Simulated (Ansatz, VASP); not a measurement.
Be: VASP beside Ansatz

```
Be
1.0
     2.41448    0.00000    0.00000
    -1.20724    2.09100    0.00000
     0.00000    0.00000    3.51088
Be
2
Direct
  0.33333 0.66667 0.25000
  0.66667 0.33333 0.75000
```

Change from the starting cell: strain +0.050 along x and y, -0.025 along z, atoms carried along.

Alike in both runs: task single point; functional PBEsol; k mesh 24 × 24 × 14; occupations gaussian, width 0.15 eV; no spin polarisation.

|  | VASP | Ansatz |
| --- | --- | --- |
| version | VASP 6.6.1 | Ansatz 0.2.0 |
| potentials or method | VASP PAW PBE potentials, release 64 (Be) | scalar-relativistic, plane waves, PAW |
| plane-wave cutoff (eV) | 520 | 420 |
| valence electrons in the cell | 4 | 4 |

Ansatz gave:

```
gap on the k mesh at the Fermi level (eV)       : none
pressure (GPa)                                  : -11.1
largest component of the traceless stress (GPa) : 12.18
```

Which values does VASP return?

gap on the k mesh at the Fermi level (eV): none; pressure (GPa): -10.9; largest component of the traceless stress (GPa): 12.26.

A gap of «none» marks a metal or a gap that the smearing closes.

Caveats: the PAW data sets were made with another functional, which shifts forces and pressure a little (VASP).
